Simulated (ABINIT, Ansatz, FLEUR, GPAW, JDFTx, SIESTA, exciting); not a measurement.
## Nb: 7 runs at one level of theory

```
Nb
1.0
    -1.65481    1.66189    1.66310
     1.61189   -1.66978    1.62806
     1.70285    1.71781   -1.67098
Nb
1
Cartesian
  0.0014 0.0170 -0.0261
```

The given cell was strained at random by a few per cent at fixed volume.

Alike in all runs: task single point; functional PBEsol; k mesh 11 × 11 × 11; occupations fermi-dirac, width 0.05 eV; no spin polarisation; no spin-orbit coupling. Pressure is positive in compression and, in plane waves, holds the error of the finite cutoff.

| program and potentials | plane-wave cutoff (eV) | notes | pressure (GPa) | energy over the undisturbed cell (meV/atom) |
| --- | --- | --- | --- | --- |
| ABINIT, PseudoDojo NC SR PBEsol v0.4.1 standard | 1116 | - | -7.79 | 3.34 |
| SIESTA, files PseudoDojo sr-pbesol-0.4.1-standard, DZP (energy shift 0.003 Ry; two zetas on semicore shells) | - | atomic basis | -6.42 | 3.29 |
| FLEUR, all-electron, FLAPW | - | - | - | 3.35 |
| GPAW, PAW data sets generated for this functional | 600 | - | -8.54 | 3.49 |
| exciting, all-electron LAPW+lo, shipped species files, valence relativity iora* | - | - | - | 3.42 |
| JDFTx, PseudoDojo-SR-PBEsol-0.4.1-standard with smoothed tails | 1116 | - | -7.79 | 3.34 |
| Ansatz, all-electron LAPW, scalar-relativistic | - | - | -7.90 | - |

The pressure spans -8.54 (GPAW, PAW data sets generated for this functional) to -6.42 GPa (SIESTA, files PseudoDojo sr-pbesol-0.4.1-standard, DZP (energy shift 0.003 Ry; two zetas on semicore shells)), with all-electron results at -7.90. Rows in atomic bases carry the error of their basis and grid, which can be large.

Differences between rows come from potentials, basis sets and numerical settings, since the functional is the same but for its coding. Runs on potential files found faulty are left out.
